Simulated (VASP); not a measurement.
## NiO: single point with r2SCAN+U

The system is NiO.

```
Ni O
1.0
     2.78306    0.00000    0.00000
    -1.39153    2.41020    0.00000
     0.00000    0.00000    2.71613
Ni O
1 1
Cartesian
  0.0000 0.0000 0.0000
  1.3915 0.8034 1.3581
```

Measurements of this composition are mostly on another form, of space group No. 225.

```
Program             : VASP 6.6.1
Task                : single point
Functional          : r2SCAN
Potentials or basis : VASP PAW PBE potentials, release 64 (Ni, O)
Cutoff              : 520 eV
k mesh              : 8 × 8 × 7
Occupations         : gaussian, width 0.05 eV
Spin                : collinear spin, random start
Starting moments    : [0.04, 0.0] μB
Hubbard terms       : Ni d U = 2 eV
```

| Property | Result |
| --- | --- |
| Pressure | -11.6 GPa |
| Band gap on the k mesh | none (metal or under the smearing width) |
| Net moment | 0.02 μB per cell |
| Valence electrons inside the program's atomic spheres | Ni 9.12; O 4.93 |

Stress tensor (GPa, compression positive):
```
 -9.34   0.00   0.00
  0.00  -9.34   0.00
  0.00   0.00 -16.22
```

Levels at points of the mesh, in eV from the Fermi level:
Spin up:
```
           k point  band 5  band 6  band 7  band 8  band 9  band 10  band 11  band 12
(0.00, 0.00, 0.00)   -3.43   -0.91   -0.90   -0.05   -0.05     2.13    16.05    18.30
(0.50, 0.00, 0.00)   -3.14   -1.06   -1.04   -0.79    0.78     7.13    10.39    16.42
```
Spin down:
```tsv
k point	band 4	band 5	band 6	band 7	band 8	band 9	band 10	band 11	band 12	band 13
(0.00, 0.00, 0.00)	-3.60	-3.43	-0.85	-0.85	-0.04	-0.04	2.13	16.06	18.30	18.30
(0.50, 0.00, 0.00)	-3.68	-3.13	-1.03	-1.01	-0.77	0.81	7.14	10.40	16.43	19.34
```

Eigenvalues of the final occupation matrices:
```tsv
site	spin	trace	eigenvalues
site 1 d	1	4.22	0.71 0.71 0.92 0.92 0.97
site 1 d	2	4.21	0.70 0.70 0.92 0.92 0.97
```

Run time: 80 s on 1 thread of Intel(R) Xeon(R) Platinum 8488C (Sapphire Rapids) (shared host), peak memory 0.16 GiB.

Caveat: the PAW data sets were made with another functional, which shifts forces and pressure a little. The state reached can hang on the start; a lower one may exist.
